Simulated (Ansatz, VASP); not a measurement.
# Te2Os: VASP beside Ansatz

Aim: how closely do two programs agree when they are given the same cell, functional and k mesh? The cell is taken from a series of runs on this material, whose earlier steps may have relaxed, scaled, displaced or heated it; both programs get it as it stands.

Program: Ansatz 0.2.0. Level of theory: plane waves, with VASP 6.6.1 beside it; relaxation of cell and atoms at PBEsol. Results are calculated unless marked as measured.

## (1) Set-up

Symmetry: Pa-3, No. 205, cubic system. Conventional cell: a = 6.397 Å, b = 6.397 Å, c = 6.397 Å, α = 90.00°, β = 90.00°, γ = 90.00°. Te has 3 Os at 2.65 Å and 1 Te at 2.82 Å nearest. Nearest to Os lie 6 Te at 2.65 Å. Farther neighbours and most contacts between anions are not listed.

Structure file:

```cif
data_structure
_symmetry_space_group_name_H-M 'P 1'
_symmetry_Int_Tables_number 1
_cell_length_a 6.3970
_cell_length_b 6.3970
_cell_length_c 6.3970
_cell_angle_alpha 90.000
_cell_angle_beta 90.000
_cell_angle_gamma 90.000
_cell_volume 261.78
loop_
_atom_site_label
_atom_site_type_symbol
_atom_site_fract_x
_atom_site_fract_y
_atom_site_fract_z
_atom_site_occupancy
Te1 Te 0.37290 0.37290 0.37290 1
Te2 Te 0.12710 0.62710 0.87290 1
Te3 Te 0.87290 0.12710 0.62710 1
Te4 Te 0.62710 0.87290 0.12710 1
Te5 Te 0.62710 0.62710 0.62710 1
Te6 Te 0.87290 0.37290 0.12710 1
Te7 Te 0.12710 0.87290 0.37290 1
Te8 Te 0.37290 0.12710 0.87290 1
Os9 Os 0.00000 0.00000 0.00000 1
Os10 Os 0.50000 0.00000 0.50000 1
Os11 Os 0.50000 0.50000 0.00000 1
Os12 Os 0.00000 0.50000 0.50000 1
```

## (2) Ansatz: relaxation of cell and atoms, PBEsol

Ansatz runs on its default PAW (the set named soft_2) files.

The relaxed volume is the usual yardstick between codes: in a stiff, nearly cubic crystal its relative difference is about their pressure difference at one cell divided by the bulk modulus.

The input, input.yaml:

```yaml
crystal:
  lattice:
    - [6.397, 0.0, 0.0]
    - [0.0, 6.397, 0.0]
    - [0.0, 0.0, 6.397]
  atoms:
    - { symbol: Te, position: [0.3729, 0.3729, 0.3729] }
    - { symbol: Te, position: [0.1271, 0.6271, 0.8729] }
    - { symbol: Te, position: [0.8729, 0.1271, 0.6271] }
    - { symbol: Te, position: [0.6271, 0.8729, 0.1271] }
    - { symbol: Te, position: [0.6271, 0.6271, 0.6271] }
    - { symbol: Te, position: [0.8729, 0.3729, 0.1271] }
    - { symbol: Te, position: [0.1271, 0.8729, 0.3729] }
    - { symbol: Te, position: [0.3729, 0.1271, 0.8729] }
    - { symbol: Os, position: [0.0, 0.0, 0.0] }
    - { symbol: Os, position: [0.5, 0.0, 0.5] }
    - { symbol: Os, position: [0.5, 0.5, 0.0] }
    - { symbol: Os, position: [0.0, 0.5, 0.5] }
kpoints:
  mp_grid: { grid: [6, 6, 6] }
hamiltonian:
  xc: pbesol
scf:
  occupations: { method: gaussian, width: 0.1 }
output:
  forces: true
  stress: true
  eigenvalues: true
relax:
  adjacent_minimum: "off"
  f_tol: 0.005
  max_steps: 60
  cell: { stress_tol: 0.03 }
```

Launch:

```bash
ansatz run input.yaml --threads 4 --pin off --max-ram 16384MiB --backend cpu --events-out ev --progress --plain --runs-dir out
```

Numbers of over 12 decimals in the logs are rounded to 6 here.

Log:

```text
Engine: ansatz 0.2.0, aarch64-unknown-linux-gnu
Pseudopotentials: kind: paw
Pseudopotential: Te, paw, valence charge 16, recommended cutoff 420 eV (normal), Te.paw.azcp
Pseudopotential: Os, paw, valence charge 16, recommended cutoff 420 eV (normal), Os.paw.azcp
Functional definition: PBEsol
  exchange = pbesol_x
  correlation = pbesol_c
Crystal: 12 atoms, lattice volume = 261.776 Å³
Basis set: ecut = 420 eV, 5137 PW (Γ), exchange–correlation on 90×90×90 points (8 copies of the dense FFT grid, shifted against one another)
Bands: 116, of which v1, the nominal top of the filled ones, is band 96 counted from 1 (95 counted from 0)
Symmetry: 24 space group operations
Space group: Pa-3 (ITA 205), of the structure as read, at distance tolerance 6.4e-5 Å
k-points: 24 of 216
Non-local potential: Te, projectors of the file, l = 0: 2, l = 1: 2, l = 2: 2, l = 3: 2
Non-local potential: Os, projectors of the file, l = 0: 3, l = 1: 2, l = 2: 2, l = 3: 1
PAW form: soft (Blöchl's): semilocal exchange-correlation on the pseudo side does not see the compensation charge
PAW frozen core: Te, regenerated for the run's functional, and the local potential with it (the file was generated under x = pbe(κ = 0.804, μ = 0.219515), c = pbe(β = 0.066725))
PAW frozen core: Os, regenerated for the run's functional, and the local potential with it (the file was generated under x = pbe(κ = 0.804, μ = 0.219515), c = pbe(β = 0.066725))
PAW one-centre angular grid: Te, 590 points (default); XC on 64 Gauss nodes
PAW one-centre angular grid: Os, 590 points (default); XC on 64 Gauss nodes
Initial density: superposition of atomic densities (neutral atoms: chi_scale 0, normalization atom), corrected by the library's trained network
Initial wavefunctions: pseudopotential atomic-orbital guess
Functional: x = pbesol(κ = 0.804, μ = 0.123457), c = pbesol(β = 0.046)
SCF iter   1: F=—  HF=-100217.507899 eV  |F-HF|=—  |Δ(HF+E_count)|=         —  Δρ=2.78e-3  dr2=1.13e-2  ethr=1.77e-3  ⟨swp⟩=6.0  Hψ=10250  notcnv=0  defer=62
preconditioner: auto → Resta (q_TF=auto, 2.591 Å⁻¹)  ε∞=6.6  [insulator: Δε(μ)=0.245 eV  Ē_g=8.658 eV  σ=0.100 eV  W_gap=0.88  n_scr=80 (ndim 8)  ℏωp=20.5 eV  f_vac=0.000  D(μ)=0.33/eV (n_scr^D=0)  ε∞_Penn≈6.6]
SCF iter   2: F=—  HF=-100217.504823 eV  |F-HF|=—  |Δ(HF+E_count)|=   3.08e-3  Δρ=1.42e-3  dr2=2.61e-3  ethr=5.88e-6  ⟨swp⟩=2.0  Hψ=5133  notcnv=0  defer=74
SCF iter   3: F=—  HF=-100217.505047 eV  |F-HF|=—  |Δ(HF+E_count)|=   2.24e-4  Δρ=3.02e-4  dr2=1.35e-4  ethr=1.36e-6  ⟨swp⟩=2.0  Hψ=4370  notcnv=0  defer=74
SCF iter   4: F=—  HF=-100217.505090 eV  |F-HF|=—  |Δ(HF+E_count)|=   4.30e-5  Δρ=4.53e-5  dr2=5.31e-6  ethr=7.02e-8  ⟨swp⟩=2.2  Hψ=3052  notcnv=0  defer=74
SCF iter   5: F=—  HF=-100217.504976 eV  |F-HF|=—  |Δ(HF+E_count)|=   1.15e-4  Δρ=1.46e-5  dr2=4.40e-7  ethr=2.77e-9  ⟨swp⟩=2.0  Hψ=4346  notcnv=0  defer=74
SCF iter   6: F=-100217.504976 eV  HF=-100217.504976 eV  |F-HF|=1.20e-8  |Δ(HF+E_count)|=   5.90e-8  Δρ=3.57e-6  dr2=2.92e-8  ethr=5.21e-11  ⟨swp⟩=10.9  Hψ=12926  notcnv=0
SCF 1 converged in 6 iterations: F = -100217.504976 eV  dr2 = 2.92e-8
  greatest PAW one-centre occupation: 1.000 electrons in one spin orbital (limit 2), on the Os atom at site 11 (counted from 0), in its partial waves of l = 0
relax step   1: F+E_penalty+E_count = -100217.50497556 eV  Δ(F+E_penalty+E_count) = +0.000e0 eV  max|allowed force component| = 9.438e-2 eV/Å  Δτ_max = 0.0000 Å  P = -0.287 GPa  Ω = 261.776 Å³  (6 SCF iters, dr2 threshold 1.00e-7 eV, accepted)
Crystal: 12 atoms, lattice volume = 260.300 Å³
Basis set: ecut = 420 eV, 5041 PW (Γ), exchange–correlation on 90×90×90 points (8 copies of the dense FFT grid, shifted against one another)
Initial density: handed on by an earlier stage of this run
Initial wavefunctions: those handed on with the density
iter 1 solved again at ethr=4.61e-6 eV; its pass at ethr=3.10e-3 eV (dr2=8.86e-3 eV) is discarded
SCF iter   1: F=—  HF=-100217.453229 eV  |F-HF|=—  |Δ(HF+E_count)|=         —  Δρ=2.88e-3  dr2=9.71e-3  ethr=4.61e-6  ⟨swp⟩=2.4  Hψ=11107  notcnv=0
preconditioner: auto → Kerker (q_TF=auto, 2.593 Å⁻¹)  [metal: Δε(μ)=0.041 eV  Ē_g=8.683 eV  σ=0.100 eV  W_gap=0.22  n_scr=80 (ndim 8)  ℏωp=20.6 eV  f_vac=0.000  D(μ)=1.23/eV (n_scr^D=0)]
SCF iter   2: F=—  HF=-100217.451896 eV  |F-HF|=—  |Δ(HF+E_count)|=   1.33e-3  Δρ=1.52e-3  dr2=3.00e-3  ethr=4.61e-6  ⟨swp⟩=1.0  Hψ=2784  notcnv=0
SCF iter   3: F=—  HF=-100217.451619 eV  |F-HF|=—  |Δ(HF+E_count)|=   2.77e-4  Δρ=2.11e-4  dr2=1.34e-4  ethr=1.56e-6  ⟨swp⟩=2.6  Hψ=4722  notcnv=0
SCF iter   4: F=—  HF=-100217.451469 eV  |F-HF|=—  |Δ(HF+E_count)|=   1.50e-4  Δρ=5.68e-5  dr2=1.35e-5  ethr=7.00e-8  ⟨swp⟩=2.1  Hψ=3352  notcnv=0
iter 5 did not close the SCF: its close was put off for the readings that it lacked (scf_convergence_deferred on its scf_iter line)
[...]
relax step   5: F+E_penalty+E_count = -100217.51300542 eV  Δ(F+E_penalty+E_count) = +1.472e-4 eV  max|allowed force component| = 1.992e-3 eV/Å  Δτ_max = 0.0000 Å  P = -0.025 GPa  Ω = 261.271 Å³  stress off target by 2.55e-2 GPa  SCF on the basis re-selected at this cell (its energy is not comparable with the rows above)  (8 SCF iters)
basis re-selected at this cell: Δ(F+E_penalty+E_count) = +1.472e-4 eV, ΔP = +0.000 GPa vs the last step (what re-selecting the basis moved, of the pressure what is left beyond the Pulay correction that the steps carried, after the strain that the cell walked since its last selection, with what the two solves' SCF thresholds leave and, on support functions, any second-order correction that the steps lacked; it is no m [...]
SCF converged after 8 iterations
Free energy (F): -100217.513005 eV
Harris-Foulkes:  -100217.513005 eV  (|F-HF|=1.46e-11)
Internal energy: -100217.510749 eV  (E = F + TS)
E sigma→0 (E₀):  -100217.511877 eV
Entropy (-TS):   -0.002256 eV (-0.188 meV/atom)
Fermi energy:    15.073213 eV
--- Per-component energies (eV) ---
  E_band       = -2181.320995
  E_kinetic    = 3726.649932
  E_local      = -12363.593799  (includes V_loc(G=0)·N_el)
  E_nonlocal   = -2454.835043
  E_hartree    = 7399.458514
  E_xc         = -2057.171199
  E_vxc        = -1981.381143  (∫ρ·V_xc dr)
  E_paw        = -72208.639439  (= ΣΔE_a)
  E_vpaw       = -3907.076070  (= ΣTr[D̂ρ^β])
  E_aug_tail   = -0.001900  (compensation charges beyond the density's cutoff)
  E_ewald      = -22263.368069
  E_core_change = 3.990254  (= ΣΔE_core)
  E_smearing   = -0.002256  (= −TS)
  E_closure    = 0.000000  (closes the sum)
  Σ components = -100217.513005   (vs F -100217.513005, Δ=0.00e0)
--- Forces (eV/Å), atoms counted from 1 ---
  atom   1  Te    -0.00199153    -0.00199153    -0.00199153
  atom   2  Te     0.00199153     0.00199153    -0.00199153
  atom   3  Te    -0.00199153     0.00199153     0.00199153
  atom   4  Te     0.00199153    -0.00199153     0.00199153
  atom   5  Te     0.00199153     0.00199153     0.00199153
  atom   6  Te    -0.00199153    -0.00199153     0.00199153
  atom   7  Te     0.00199153    -0.00199153    -0.00199153
  atom   8  Te    -0.00199153     0.00199153    -0.00199153
  atom   9  Os     0.00000000     0.00000000    -0.00000000
  atom  10  Os     0.00000000    -0.00000000    -0.00000000
  atom  11  Os    -0.00000000     0.00000000    -0.00000000
  atom  12  Os    -0.00000000    -0.00000000     0.00000000
  max |Σ_I F_I| component: 3.04e-18 eV/Å
--- Stress (GPa, compression-positive) ---
       -0.025456      -0.000000      -0.000000
       -0.000000      -0.025456       0.000000
       -0.000000       0.000000      -0.025456
  P = ⅓ Tr σ = -0.0255 GPa (-0.255 kbar)
--- Band table (eV; the first three rows and the last of 24) ---
  k-point 0: bands = [... 92 lower, 14.4337, 14.7398, 14.7853, 14.7853, 14.7853, 16.8454, 16.8454, 16.8454, ... 16 higher]
  k-point 1: bands = [... 92 lower, 14.6254, 14.6635, 14.7220, 14.8713, 15.1854, 16.7500, 16.8278, 16.8928, ... 16 higher]
  k-point 2: bands = [... 92 lower, 14.5448, 14.7865, 14.8034, 14.9921, 15.9152, 16.6346, 16.8660, 17.1579, ... 16 higher]
  k-point 23: bands = [... 92 lower, 14.0558, 14.0558, 14.0558, 14.0558, 16.6737, 16.6737, 16.6737, 16.6737, ... 16 higher]
--- Relaxed structure (4 steps of the walk, 3 accepted, 1 SCFs on fresh bases) ---
  F+E_penalty+E_count = -100217.51300542 eV   max|allowed force component| = 1.992e-3 eV/Å   (the final SCF, on the basis selected at the relaxed cell)
  cell:  # Å, volume = 261.2710 Å³
    - [6.392887, 0, 0]
    - [0, 6.392887, 0.0]
    - [0, 0.0, 6.392887]
  atoms:
    - { symbol: Te, position: [0.371866, 0.371866, 0.371866] }
    - { symbol: Te, position: [0.128134, 0.628134, 0.871866] }
    - { symbol: Te, position: [0.871866, 0.128134, 0.628134] }
    - { symbol: Te, position: [0.628134, 0.871866, 0.128134] }
    - { symbol: Te, position: [0.628134, 0.628134, 0.628134] }
    - { symbol: Te, position: [0.871866, 0.371866, 0.128134] }
    - { symbol: Te, position: [0.128134, 0.871866, 0.371866] }
    - { symbol: Te, position: [0.371866, 0.128134, 0.871866] }
    - { symbol: Os, position: [0, 0, 0] }
    - { symbol: Os, position: [0.5, 0, 0.5] }
    - { symbol: Os, position: [0.5, 0.5, 0] }
    - { symbol: Os, position: [0, 0.5, 0.5] }
```

(Continued in part 2 of 2.)

[Lines on the potential files, build, host, timing and source positions are cut from VASP's logs without a mark.]

[Logs are printed without paths, hosts, clocks, repeated set-up lines and the standing remarks that a program may print on its own settings, such as how far it seeks lower states.]

[Hosts, paths, dates, database ids (printed as entryN), source tags and the programs' standing remarks are cut or masked in the printed files.]
